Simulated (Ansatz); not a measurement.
# twin(10-12) boundary in hcp Co with Pd (substitutional): structure and resistance

Aim: the relaxed structure and the specific resistance of the twin(10-12) boundary in hcp Co with Pd (substitutional).

Program: Ansatz 0.2.0. Level of theory: Ansatz plane-wave DFT, PBE, PAW files, collinear spin; relaxation of a bicrystal slab with its lowest layers held; PAW set soft_1, in the first sound run; inputs show where later runs differ. Results are calculated unless marked as measured.

## 1. Starting point

The cell holds 27 atoms: 26 Co and 1 Pd. Cell: a = 5.963 Å, b = 2.505 Å, c = 31.041 Å, α = 90.0°, β = 90.0°, γ = 90.0°. It derives from Co. built on the (1 0 2) plane; 1 overlapping atoms removed and the grains opened by 0.2 Å. Vacuum lies along c.

## 2. Relaxing the bicrystal

The boundary is built by mirroring the lower grain in the boundary plane and removing any atoms that overlap; then the Pd is put in at the boundary. A thin bicrystal slab is relaxed first, with the lowest layers held and the upper grain free to shift and open.

input.yaml reads:

```yaml
crystal:
  lattice:
    - [5.9626723849, 0.0, 0.0]
    - [0.0, 2.5054, 0.0]
    - [0.0, 0.0, 31.0405846678]
  atoms:
    - { symbol: Co, position: [0.0741388065, 0.4166666667, 0.1610794401], spin: 2.0 }
    - { symbol: Co, position: [0.3975869657, 0.9166666666, 0.1930385428], spin: 2.0 }
    - { symbol: Co, position: [0.8093110452, 0.9166666667, 0.2090180942], spin: 2.0 }
    - { symbol: Co, position: [0.1327592044, 0.4166666666, 0.2409771969], spin: 2.0 }
    - { symbol: Co, position: [0.5444832839, 0.4166666667, 0.2569567483], spin: 2.0 }
    - { symbol: Co, position: [0.8679314431, 0.9166666666, 0.288915851], spin: 2.0 }
    - { symbol: Co, position: [0.2796555226, 0.9166666667, 0.3048954023], spin: 2.0 }
    - { symbol: Co, position: [0.6031036818, 0.4166666666, 0.336854505], spin: 2.0 }
    - { symbol: Co, position: [0.0148277613, 0.4166666667, 0.3528340564], spin: 2.0 }
    - { symbol: Co, position: [0.3382759205, 0.9166666666, 0.3847931591], spin: 2.0 }
    - { symbol: Co, position: [0.75, 0.9166666667, 0.4007727104], spin: 2.0 }
    - { symbol: Pd, position: [0.0734481591, 0.4166666666, 0.4327318131] }
    - { symbol: Co, position: [0.75, 0.9166666667, 0.4711340934], spin: 2.0 }
    - { symbol: Co, position: [0.3382759205, 0.9166666666, 0.4871136448], spin: 2.0 }
    - { symbol: Co, position: [0.0148277613, 0.4166666667, 0.5190727475], spin: 2.0 }
    - { symbol: Co, position: [0.6031036818, 0.4166666666, 0.5350522988], spin: 2.0 }
    - { symbol: Co, position: [0.2796555226, 0.9166666667, 0.5670114015], spin: 2.0 }
    - { symbol: Co, position: [0.8679314431, 0.9166666666, 0.5829909529], spin: 2.0 }
    - { symbol: Co, position: [0.5444832839, 0.4166666667, 0.6149500556], spin: 2.0 }
    - { symbol: Co, position: [0.1327592044, 0.4166666666, 0.630929607], spin: 2.0 }
    - { symbol: Co, position: [0.8093110452, 0.9166666667, 0.6628887097], spin: 2.0 }
    - { symbol: Co, position: [0.3975869657, 0.9166666666, 0.678868261], spin: 2.0 }
    - { symbol: Co, position: [0.0741388065, 0.4166666667, 0.7108273637], spin: 2.0 }
    - { symbol: Co, position: [0.662414727, 0.4166666666, 0.7268069151], spin: 2.0 }
    - { symbol: Co, position: [0.3389665678, 0.9166666667, 0.7587660178], spin: 2.0 }
    - { symbol: Co, position: [0.9272424883, 0.9166666666, 0.7747455691], spin: 2.0 }
    - { symbol: Co, position: [0.6037943291, 0.4166666667, 0.8067046718], spin: 2.0 }
magnetization:
  spin_polarized: true
kpoints:
  mp_grid: { grid: [4, 9, 1] }
hamiltonian:
  xc: pbe
  pseudopotentials: { kind: paw, azcp: { folder: soft_1 } }
scf:
  occupations: { method: fermi_dirac, width: 0.1 }
relax:
  f_tol: 0.03
  max_steps: 80
  constraints: [{ sites: [0, 1, 2, 3, 4, 5] }]
```

Started as:

```bash
ansatz run input.yaml --threads 4 --pin off --max-ram 15360MiB --backend cpu --events-out ev --progress --plain --runs-dir out
```

Numbers of over 12 decimals in the logs are rounded to 6 here.

Log:

```text
Engine: ansatz 0.2.0, aarch64-unknown-linux-gnu
Pseudopotentials: kind: paw
Pseudopotential: Co, paw, valence charge 17, recommended cutoff 420 eV (normal), soft_1/Co.paw.azcp
Pseudopotential: Pd, paw, valence charge 18, recommended cutoff 420 eV (normal), soft_1/Pd.paw.azcp
Functional definition: PBE
  parameter kappa = 0.804
  parameter beta = 0.066725
  exchange = pbe_x(kappa = kappa, mu = beta*pi^2/3)
  correlation = pbe_c(beta = beta)
Crystal: 27 atoms, lattice volume = 463.712 Å³
Basis set: ecut = 420 eV, 8989 PW (Γ), exchange–correlation on 80×36×432 points (8 copies of the dense FFT grid, shifted against one another)
Bands: 308, of which v1, the nominal top of the filled ones, is band 230 counted from 1 (229 counted from 0)
Symmetry: 2 space group operations
Space group: Pm (ITA 6), of the structure as read, at distance tolerance 7.7e-5 Å
Magnetic group: BNS 6.18 (UNI 25), of the structure as read, at distance tolerance 7.7e-5 Å
k-points: 15 of 36 (time reversal used)
Non-local potential: Co, projectors of the file, l = 0: 3, l = 1: 2, l = 2: 3, l = 3: 1
Non-local potential: Pd, projectors of the file, l = 0: 2, l = 1: 2, l = 2: 2, l = 3: 1
PAW form: soft (Blöchl's): semilocal exchange-correlation on the pseudo side does not see the compensation charge
PAW one-centre angular grid: Co, 590 points (default); XC on 64 Gauss nodes
PAW one-centre angular grid: Pd, 590 points (default); XC on 64 Gauss nodes
Initial density: superposition of atomic densities (neutral atoms: chi_scale 0, normalization atom)
Starting moments: Σ|m| = 52 μB on 26 of 27 sites
Initial wavefunctions: pseudopotential atomic-orbital guess
Functional: x = pbe(κ = 0.804, μ = 0.219515), c = pbe(β = 0.066725)
SCF iter   1: F=—  HF=-140242.304459 eV  |F-HF|=—  |Δ(HF+E_count)|=         —  Δρ=7.36e-2 (↑7.15e-2 ↓7.36e-2)  dr2=3.94e2  dr2_m=1.16e0  M=46.144 μB ∫|m|=48.560 μB  β_m=0.30  ethr=3.10e-3  ⟨swp⟩=6.4  Hψ=36321  notcnv=0  defer=822
Mixer restart at iter 1: flushing history
preconditioner: auto → LDOS  [metal: Δε(μ)=0.008 eV  Ē_g=7.893 eV  σ=0.100 eV  W_gap=0.02  n_scr=136 (ndim 8)  ℏωp=26.9 eV  f_vac=0.302  D(μ)=28.59/eV (n_scr^D=312)]
spin=Collinear: LDOS preconditioning applied to the charge; magnetization (m = ρ↑ − ρ↓) channel mixes plain (no charge-response kernel on spin).
SCF iter   2: F=—  HF=-140228.836143 eV  |F-HF|=—  |Δ(HF+E_count)|=    1.35e1  Δρ=4.93e-2 (↑4.93e-2 ↓3.88e-2)  dr2=1.06e2  dr2_m=8.86e-1  M=46.614 μB ∫|m|=49.085 μB  β_m=0.32  ethr=3.10e-3  ⟨swp⟩=3.0  Hψ=18439  notcnv=0  defer=1135
SCF iter   3: F=—  HF=-140238.623419 eV  |F-HF|=—  |Δ(HF+E_count)|=    9.79e0  Δρ=1.63e-2 (↑1.47e-2 ↓1.63e-2)  dr2=1.41e1  dr2_m=3.75e-1  M=46.563 μB ∫|m|=49.470 μB  β_m=0.35  ethr=3.10e-3  ⟨swp⟩=3.1  Hψ=14810  notcnv=0  defer=1141
SCF iter   4: F=—  HF=-140243.931435 eV  |F-HF|=—  |Δ(HF+E_count)|=    5.31e0  Δρ=9.84e-3 (↑9.58e-3 ↓9.84e-3)  dr2=2.81e0  dr2_m=6.85e-2  M=45.609 μB ∫|m|=49.207 μB  β_m=0.52  ethr=3.06e-3  ⟨swp⟩=2.0  Hψ=10429  notcnv=0  defer=1149
SCF iter   5: F=—  HF=-140246.601332 eV  |F-HF|=—  |Δ(HF+E_count)|=    2.67e0  Δρ=6.14e-3 (↑3.23e-3 ↓6.14e-3)  dr2=2.35e-1  dr2_m=5.42e-2  M=44.429 μB ∫|m|=48.697 μB  β_m=0.64  ethr=6.11e-4  ⟨swp⟩=2.5  Hψ=14412  notcnv=0  defer=1179
SCF iter   6: F=—  HF=-140246.746393 eV  |F-HF|=—  |Δ(HF+E_count)|=         —  Δρ=5.49e-3 (↑4.71e-3 ↓5.49e-3)  dr2=1.51e-1  dr2_m=7.30e-2  M=43.765 μB ∫|m|=48.081 μB  β_m=0.64  ethr=5.12e-5  ⟨swp⟩=2.8  Hψ=18879  notcnv=0  defer=1189
SCF iter   7: F=—  HF=-140246.716516 eV  |F-HF|=—  |Δ(HF+E_count)|=   2.99e-2  Δρ=2.33e-3 (↑2.21e-3 ↓2.33e-3)  dr2=9.56e-2  dr2_m=9.16e-3  M=43.745 μB ∫|m|=48.000 μB  β_m=0.63  ethr=3.29e-5  ⟨swp⟩=2.1  Hψ=16011  notcnv=0  defer=1187
SCF iter   8: F=—  HF=-140246.723103 eV  |F-HF|=—  |Δ(HF+E_count)|=   6.59e-3  Δρ=2.45e-3 (↑2.45e-3 ↓1.60e-3)  dr2=9.07e-2  dr2_m=3.37e-3  M=43.713 μB ∫|m|=47.968 μB  β_m=0.51  ethr=2.08e-5  ⟨swp⟩=2.1  Hψ=16613  notcnv=0  defer=1187
SCF iter   9: F=—  HF=-140246.711721 eV  |F-HF|=—  |Δ(HF+E_count)|=   1.14e-2  Δρ=1.20e-3 (↑1.20e-3 ↓8.17e-4)  dr2=1.80e-2  dr2_m=8.43e-4  M=43.704 μB ∫|m|=47.952 μB  β_m=0.42  ethr=1.97e-5  ⟨swp⟩=1.8  Hψ=11161  notcnv=0  defer=1187
SCF iter  10: F=—  HF=-140246.707966 eV  |F-HF|=—  |Δ(HF+E_count)|=   3.75e-3  Δρ=3.63e-4 (↑3.63e-4 ↓2.64e-4)  dr2=3.58e-3  dr2_m=1.34e-4  M=43.699 μB ∫|m|=47.939 μB  β_m=0.56  ethr=3.91e-6  ⟨swp⟩=2.0  Hψ=12260  notcnv=0  defer=1185
SCF iter  11: F=—  HF=-140246.708008 eV  |F-HF|=—  |Δ(HF+E_count)|=   4.22e-5  Δρ=1.71e-4 (↑1.71e-4 ↓1.50e-4)  dr2=9.85e-4  dr2_m=1.32e-5  M=43.689 μB ∫|m|=47.928 μB  β_m=0.51  ethr=7.79e-7  ⟨swp⟩=1.9  Hψ=11614  notcnv=0  defer=1186
SCF iter  12: F=—  HF=-140246.707885 eV  |F-HF|=—  |Δ(HF+E_count)|=   1.23e-4  Δρ=1.24e-4 (↑1.24e-4 ↓1.19e-4)  dr2=3.92e-4  dr2_m=1.49e-5  M=43.683 μB ∫|m|=47.923 μB  β_m=0.56  ethr=2.14e-7  ⟨swp⟩=2.0  Hψ=13183  notcnv=0  defer=1186
SCF iter  13: F=—  HF=-140246.708048 eV  |F-HF|=—  |Δ(HF+E_count)|=   1.63e-4  Δρ=8.65e-5 (↑8.65e-5 ↓7.63e-5)  dr2=1.02e-4  dr2_m=2.11e-6  M=43.688 μB ∫|m|=47.924 μB  β_m=0.46  ethr=8.52e-8  ⟨swp⟩=2.0  Hψ=13120  notcnv=0  defer=1186
SCF iter  14: F=—  HF=-140246.708010 eV  |F-HF|=—  |Δ(HF+E_count)|=   3.78e-5  Δρ=3.37e-5 (↑3.22e-5 ↓3.37e-5)  dr2=1.07e-5  dr2_m=1.04e-6  M=43.688 μB ∫|m|=47.925 μB  β_m=0.55  ethr=2.21e-8  ⟨swp⟩=2.9  Hψ=15095  notcnv=0  defer=1186
SCF iter  15: F=-140246.708024 eV  HF=-140246.708030 eV  |F-HF|=5.99e-6  |Δ(HF+E_count)|=   1.95e-5  Δρ=2.05e-5 (↑1.21e-5 ↓2.05e-5)  dr2=6.36e-6  dr2_m=1.65e-7  M=43.691 μB ∫|m|=47.926 μB  ethr=2.32e-9  ⟨swp⟩=2.3  Hψ=30764  notcnv=0
SCF 1 converged in 15 iterations: F = -140246.708024 eV  dr2 = 6.36e-6
  greatest PAW one-centre occupation: 1.002 electrons in one spin orbital (limit 2), on the Co atom at site 0 (counted from 0), in its partial waves of l = 1
relax step   1: F+E_penalty+E_count = -140246.70802394 eV  Δ(F+E_penalty+E_count) = +0.000e0 eV  max|allowed force component| = 1.702e0 eV/Å  Δτ_max = 0.0000 Å  (15 SCF iters, dr2 threshold 2.25e-5 eV, accepted)
Initial density: handed on by an earlier stage of this run
Starting moments: Σ|m| = 52 μB on 26 of 27 sites; this step starts from the density that it was given
Initial wavefunctions: those handed on with the density
iter 1 solved again at ethr=1.04e-4 eV; its pass at ethr=3.10e-3 eV (dr2=4.80e-1 eV) is discarded
SCF iter   1: F=—  HF=-140247.037314 eV  |F-HF|=—  |Δ(HF+E_count)|=         —  Δρ=4.13e-3 (↑4.13e-3 ↓3.68e-3)  dr2=3.93e-1  dr2_m=2.97e-2  M=43.596 μB ∫|m|=47.795 μB  β_m=0.30  ethr=1.04e-4  ⟨swp⟩=1.8  Hψ=33435  notcnv=0  defer=1190
[...]
spin=Collinear: LDOS preconditioning applied to the charge; magnetization (m = ρ↑ − ρ↓) channel mixes plain (no charge-response kernel on spin).
SCF iter   2: F=—  HF=-140247.172415 eV  |F-HF|=—  |Δ(HF+E_count)|=   3.97e-4  Δρ=2.27e-4 (↑2.27e-4 ↓1.48e-4)  dr2=1.35e-3  dr2_m=5.78e-5  M=43.465 μB ∫|m|=47.631 μB  β_m=0.40  ethr=2.99e-7  ⟨swp⟩=3.0  Hψ=16199  notcnv=0  defer=1196
SCF iter   3: F=—  HF=-140247.172254 eV  |F-HF|=—  |Δ(HF+E_count)|=   1.61e-4  Δρ=1.31e-4 (↑1.31e-4 ↓1.17e-4)  dr2=5.57e-5  dr2_m=3.53e-5  M=43.465 μB ∫|m|=47.631 μB  β_m=0.51  ethr=2.94e-7  ⟨swp⟩=2.0  Hψ=12476  notcnv=0  defer=1196
SCF iter   4: F=—  HF=-140247.172300 eV  |F-HF|=—  |Δ(HF+E_count)|=   4.61e-5  Δρ=4.59e-5 (↑4.24e-5 ↓4.59e-5)  dr2=6.59e-5  dr2_m=4.55e-6  M=43.464 μB ∫|m|=47.631 μB  β_m=0.49  ethr=1.21e-8  ⟨swp⟩=2.5  Hψ=16595  notcnv=0  defer=1196
SCF iter   5: F=—  HF=-140247.172303 eV  |F-HF|=—  |Δ(HF+E_count)|=   3.00e-6  Δρ=2.72e-5 (↑2.44e-5 ↓2.72e-5)  dr2=2.25e-6  dr2_m=2.30e-6  M=43.464 μB ∫|m|=47.631 μB  β_m=0.56  ethr=1.21e-8  ⟨swp⟩=2.0  Hψ=12099  notcnv=0  defer=1196
SCF iter   6: F=—  HF=-140247.172304 eV  |F-HF|=—  |Δ(HF+E_count)|=   1.30e-6  Δρ=1.70e-5 (↑1.70e-5 ↓1.13e-5)  dr2=1.64e-6  dr2_m=6.51e-7  M=43.464 μB ∫|m|=47.631 μB  β_m=0.65  ethr=4.89e-10  ⟨swp⟩=3.0  Hψ=19157  notcnv=0  defer=1196
SCF iter   7: F=—  HF=-140247.172305 eV  |F-HF|=—  |Δ(HF+E_count)|=   7.64e-8  Δρ=5.70e-6 (↑5.70e-6 ↓4.43e-6)  dr2=5.69e-7  dr2_m=5.23e-8  M=43.464 μB ∫|m|=47.631 μB  β_m=0.60  ethr=3.57e-10  ⟨swp⟩=2.1  Hψ=13669  notcnv=0  defer=1196
SCF iter   8: F=—  HF=-140247.172304 eV  |F-HF|=—  |Δ(HF+E_count)|=   7.51e-8  Δρ=2.83e-6 (↑2.83e-6 ↓1.97e-6)  dr2=7.37e-8  dr2_m=1.47e-8  M=43.464 μB ∫|m|=47.631 μB  β_m=0.55  ethr=1.24e-10  ⟨swp⟩=2.2  Hψ=14634  notcnv=0  defer=1196
SCF iter   9: F=—  HF=-140247.172304 eV  |F-HF|=—  |Δ(HF+E_count)|=   1.39e-8  Δρ=2.60e-6 (↑1.35e-6 ↓2.60e-6)  dr2=1.29e-7  dr2_m=2.44e-9  M=43.464 μB ∫|m|=47.631 μB  β_m=0.57  ethr=1.60e-11  ⟨swp⟩=2.7  Hψ=16410  notcnv=0  defer=1196
SCF iter  10: F=-140247.172304 eV  HF=-140247.172304 eV  |F-HF|=8.12e-8  |Δ(HF+E_count)|=  5.82e-10  Δρ=2.58e-6 (↑8.43e-7 ↓2.58e-6)  dr2=8.63e-8  dr2_m=3.77e-9  M=43.464 μB ∫|m|=47.631 μB  ethr=1.60e-11  ⟨swp⟩=2.4  Hψ=26056  notcnv=0
SCF 5 converged in 10 iterations: F = -140247.172304 eV  dr2 = 8.63e-8
relax step   5: F+E_penalty+E_count = -140247.17230435 eV  Δ(F+E_penalty+E_count) = -9.082e-4 eV  max|allowed force component| = 6.712e-3 eV/Å  Δτ_max = 0.0103 Å  (10 SCF iters, accepted)
SCF converged after 10 iterations
Magnetization: 43.4645 μB (251.7322 up, 208.2678 down)
Absolute magnetization: 47.6762 μB (∫|ρ↑−ρ↓|, with the PAW one-centre terms)
Spin contamination: 0.8293 ħ² per cell (⟨S²⟩ above its minimum at these occupations)
Per-site moments (μB) at R_I (Å): [(1.875983, 1.033141), (1.829217, 1.033141), (1.783946, 1.033141), (1.719729, 1.031102), (1.665198, 1.005725), (1.693695, 1.017197), (1.689357, 1.015919), (1.634870, 1.004676), (1.707405, 1.017197), (1.817140, 0.977027), (1.752733, 0.977027), (0.301840, 1.0334775), (1.756982, 0.975815), (1.818051, 0.975815), (1.710044, 1.017825), (1.637956, 1.005313), (1.680995, 1.014246), (1.679576, 1.015757), (1.679200, 1.009565), (1.670881, 1.015185), (1.665595, 1.015757), (1.687949, 1.019271), (1.658242, 1.008883), (1.715444, 0.957239), (1.762072, 1.001211), (1.783998, 1.001211), (1.817054, 0.957239)]
Free energy (F): -140247.172304 eV
Harris-Foulkes:  -140247.172304 eV  (|F-HF|=8.12e-8)
Internal energy: -140246.241841 eV  (E = F + TS)
E sigma→0 (E₀):  -140246.707073 eV
Entropy (-TS):   -0.930463 eV (-34.462 meV/atom)
Fermi energy:    10.515434 eV
--- Per-component energies (eV) ---
  E_band       = -10267.119217
  E_kinetic    = 8018.575138
  E_local      = -823144.448768  (includes V_loc(G=0)·N_el)
  E_nonlocal   = 11679.778700
  E_hartree    = 405638.786638
  E_xc         = -2522.955553
  E_vxc        = -3243.024555  (∫ρ·V_xc dr)
  E_paw        = -44682.266012  (= ΣΔE_a)
  E_vpaw       = -14855.453177  (= ΣTr[D̂ρ^β])
  E_aug_tail   = -0.000059  (compensation charges beyond the density's cutoff)
  E_ewald      = 304766.288075
  E_smearing   = -0.930463  (= −TS)
  E_closure    = -0.000000  (closes the sum)
  Σ components = -140247.172304   (vs F -140247.172304, Δ=0.00e0)
--- Forces (eV/Å), atoms counted from 1 ---
  atom   1  Co     0.16008818     0.00000000     0.98330917
  atom   2  Co    -0.11028111     0.00000000     0.16941431
  atom   3  Co     0.07488666     0.00000000    -0.28623753
  atom   4  Co    -0.01337251     0.00000000    -0.38455656
  atom   5  Co    -0.07771440     0.00000000    -0.27593892
  atom   6  Co    -0.03916833     0.00000000    -0.20999427
  atom   7  Co    -0.00253670     0.00000000    -0.00161941
  atom   8  Co     0.00102145     0.00000000     0.00172700
  atom   9  Co     0.00596710     0.00000000    -0.00089471
  atom  10  Co     0.00170240     0.00000000     0.00002530
  atom  11  Co    -0.00312487     0.00000000     0.00429914
  atom  12  Pd    -0.00504393     0.00000000    -0.00124726
  atom  13  Co    -0.00175405     0.00000000     0.00066884
  atom  14  Co     0.00276984     0.00000000     0.00106140
  atom  15  Co     0.00123047     0.00000000     0.00058384
  atom  16  Co     0.00101141     0.00000000     0.00181991
  atom  17  Co     0.00052979     0.00000000    -0.00605155
  atom  18  Co    -0.00005553     0.00000000    -0.00136491
  atom  19  Co    -0.00188678     0.00000000     0.00671219
  atom  20  Co     0.00455994     0.00000000    -0.00225683
  atom  21  Co     0.00585100     0.00000000    -0.00088168
  atom  22  Co    -0.00391925     0.00000000     0.00199659
  atom  23  Co    -0.00059410     0.00000000     0.00102948
  atom  24  Co    -0.00063816     0.00000000    -0.00480852
  atom  25  Co     0.00050907     0.00000000    -0.00268953
  atom  26  Co     0.00118960     0.00000000     0.00135571
  atom  27  Co    -0.00123742     0.00000000     0.00449925
  max |Σ_I F_I| component: 3.96e-5 eV/Å
--- Relaxed structure (5 steps of the walk, 5 accepted, 0 SCFs on fresh bases) ---
  F+E_penalty+E_count = -140247.17230435 eV   max|allowed force component| = 6.712e-3 eV/Å
  atoms:
    - { symbol: Co, position: [0.0741388065, 0.416667, 0.161079] }
    - { symbol: Co, position: [0.3975869657, 0.916667, 0.1930385428] }
    - { symbol: Co, position: [0.8093110452, 0.916667, 0.209018] }
    - { symbol: Co, position: [0.1327592044, 0.416667, 0.240977] }
    - { symbol: Co, position: [0.5444832839, 0.416667, 0.2569567483] }
    - { symbol: Co, position: [0.867931, 0.916667, 0.288916] }
    - { symbol: Co, position: [0.277576, 0.916667, 0.304870] }
    - { symbol: Co, position: [0.597119, 0.416667, 0.334849] }
    - { symbol: Co, position: [0.010176, 0.416667, 0.351652] }
    - { symbol: Co, position: [0.339877, 0.916667, 0.383920] }
    - { symbol: Co, position: [0.731214, 0.916667, 0.397014] }
    - { symbol: Pd, position: [0.068350, 0.416667, 0.435249] }
    - { symbol: Co, position: [0.731083, 0.916667, 0.473534] }
    - { symbol: Co, position: [0.340068, 0.916667, 0.486430] }
    - { symbol: Co, position: [0.00979818, 0.416667, 0.518981] }
    - { symbol: Co, position: [0.596870, 0.416667, 0.535752] }
    - { symbol: Co, position: [0.277269, 0.916667, 0.565362] }
    - { symbol: Co, position: [0.866541, 0.916667, 0.581694] }
    - { symbol: Co, position: [0.542640, 0.416667, 0.613907] }
    - { symbol: Co, position: [0.133504, 0.416667, 0.628876] }
    - { symbol: Co, position: [0.812678, 0.916667, 0.660346] }
    - { symbol: Co, position: [0.398653, 0.916667, 0.677082] }
    - { symbol: Co, position: [0.078338, 0.416667, 0.707450] }
    - { symbol: Co, position: [0.664982, 0.416667, 0.723258] }
    - { symbol: Co, position: [0.340300, 0.916667, 0.756785] }
    - { symbol: Co, position: [0.938725, 0.916667, 0.769582] }
    - { symbol: Co, position: [0.621004, 0.416667, 0.797539] }
```

It took 26 min on 4 threads of Arm Neoverse V1, shared host; peak memory 4.7 GiB.

The steps of the relaxation:

```tsv
step	energy less that of the first step (eV)	largest force component (eV/Å)
1	0.0000	1.7017
2	-0.3133	1.0115
3	-0.4575	0.1344
4	-0.4634	0.0453
5	-0.4643	0.0067
```

Forces are held to the 2 operations that the run works with; a distortion that breaks them can't arise in this run.

The atoms that moved most (Å):

```tsv
atom	dx	dy	dz	length
Co27	0.103	0.000	-0.285	0.302
Co26	0.068	0.000	-0.160	0.174
Co11	-0.112	0.000	-0.117	0.162
Co13	-0.113	0.000	0.075	0.135
Co24	0.015	0.000	-0.110	0.111
Co23	0.025	0.000	-0.105	0.108
Pd12	-0.030	0.000	0.078	0.084
Co21	0.020	0.000	-0.079	0.081
```

This step gave:

```yaml
free_energy: -140247.1723 eV
energy_at_zero_smearing: -140246.7071 eV
fermi_energy: 10.52 eV
magnetization: 43.46 μB
absolute_magnetization: 47.68 μB
```

The largest force component on a free atom ends at 0.0067 eV/Å, under the tolerance of 0.03, after 5 steps.

(Continued in part 2 of 2.)

[Logs are printed without paths, hosts, clocks, repeated set-up lines and the standing remarks that a program may print on its own settings, such as how far it seeks lower states.]

[Hosts, paths, dates, database ids (printed as entryN), source tags and the programs' standing remarks are cut or masked in the printed files.]
